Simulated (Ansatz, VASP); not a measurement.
## Two plane-wave programs on SnSe

```
Sn Se
1.0
     0.00000    3.39084    3.39084
     3.39084    0.00000    3.39084
     3.39084    3.39084    0.00000
Sn Se
1 1
Direct
  0.00000 0.00000 0.00000
  0.75000 0.75000 0.75000
```

The cell was built by a generator and needn't be a form met in nature.

Alike in both runs: task single point; functional r2SCAN; k mesh 4 × 4 × 4; occupations fermi-dirac, width 0.05 eV; no spin polarisation.

```csv
,VASP,Ansatz
version,VASP 6.6.1,Ansatz 0.2.0
potentials or method,"VASP PAW PBE potentials, release 64 (Sn_d, Se)",Ansatz PAW
plane-wave cutoff (eV),520,500
valence electrons in the cell,20,30
```

```tsv
	VASP	Ansatz	Ansatz less VASP
gap on the k mesh at the Fermi level (eV)	0.14	0.14	0.000
least direct gap on the mesh (eV)	0.79	0.79	+0.001
pressure (GPa)	-1.0	-1.0	+0.01
```

The functional is the same, so the differences come from potentials, cutoffs and numerics. The two sets of potentials don't hold the same shells in valence.

Caveats: the PAW data sets were made with another functional, which shifts forces and pressure a little (VASP); spin-orbit coupling is left out, which moves the levels of the heavy elements (VASP); the k mesh is coarse (spacing up to 0.40 Å⁻¹), so the values aren't converged, least of all with exact exchange (Ansatz); the PAW data sets come from PBE, with cores solved anew for the run's functional, which leaves a small shift of forces and pressure (Ansatz).
